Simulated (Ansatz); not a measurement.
TiH:

```
Ti H
1.0
     0.00000    2.08970    2.08970
     2.08970    0.00000    2.08970
     2.08970    2.08970    0.00000
Ti H
1 1
Direct
  0.00000 0.00000 0.00000
  0.50000 0.50000 0.50000
```

The cell comes from a database or a generator and needn't be the stable form of this composition.

- Program: Ansatz 0.2.0
- Task: relaxation of cell and atoms
- Functional: RPBE
- Potentials or basis: all-electron LAPW, scalar-relativistic
- Basis error allowed: 0.001 eV/atom
- k mesh: 11 × 11 × 11
- Occupations: fermi-dirac, width 0.05 eV
- Spin: no spin polarisation

At the start: volume 9.13 Å³/atom.

Question: How do energy, volume and symmetry change on relaxing?

Answer: Over 5 steps the energy falls by 4.1 meV/atom and the volume is 9.43 Å³/atom (+3.3 %); space group Fm-3m (No. 225, to 0.05 Å).

The path:
| step | energy change (eV) | largest force (eV/Å) | volume (Å³) |
| --- | --- | --- | --- |
| 1 | 0.0000 | 0.0000 | 18.25 |
| 2 | -0.0027 | 0.0000 | 19.36 |
| 3 | -0.0082 | 0.0000 | 18.87 |
| 4 | -0.0083 | 0.0000 | 18.85 |
| 5 | -0.0083 | 0.0000 | 18.85 |

Final structure:
```
Ti H
1.0
     0.00000    2.11235    2.11235
     2.11235    0.00000    2.11235
     2.11235    2.11235    0.00000
Ti H
1 1
Cartesian
  0.0000 0.0000 0.0000
  2.1123 2.1123 2.1123
```
